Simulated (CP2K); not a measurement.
Crystal: GaN.

```
Ga N
1.0
     3.18000    0.00000    0.00000
    -1.59000    2.75396    0.00000
     0.00000    0.00000    5.16600
Ga N
2 2
Direct
  0.66667 0.33333 0.50000
  0.33333 0.66667 0.00000
  0.66667 0.33333 0.87500
  0.33333 0.66667 0.37500
```

Base run:

```yaml
Program: CP2K 2026.2
Functional: PBE
Potentials_or_basis: POTENTIAL_UZH Ga GTH-PBE-q13, N GTH-PBE-q5; TZVP-MOLOPT-PBE-GTH basis
Density_cutoff: 6123 eV
k_mesh: 10 × 10 × 5
Occupations: fermi-dirac, width 0.05 eV
Spin: no spin polarisation
```

Its results: band gap on the k mesh 1.94 eV, direct; pressure 9.4 GPa.

Problem. The run is repeated on the same cell with these changes: functional from PBE to revPBE. What comes out?

Solution. Band gap on the k mesh 2.01 eV, direct; pressure 11.4 GPa.

revPBE binds less tightly than PBE, so the same cell stands under more pressure.

Caveats: the basis of atomic orbitals isn't converged, which shifts pressures, moduli and gaps; the potentials were made for another functional, which shifts forces and pressure (some runs).

Not every run made on this cell is shown here.
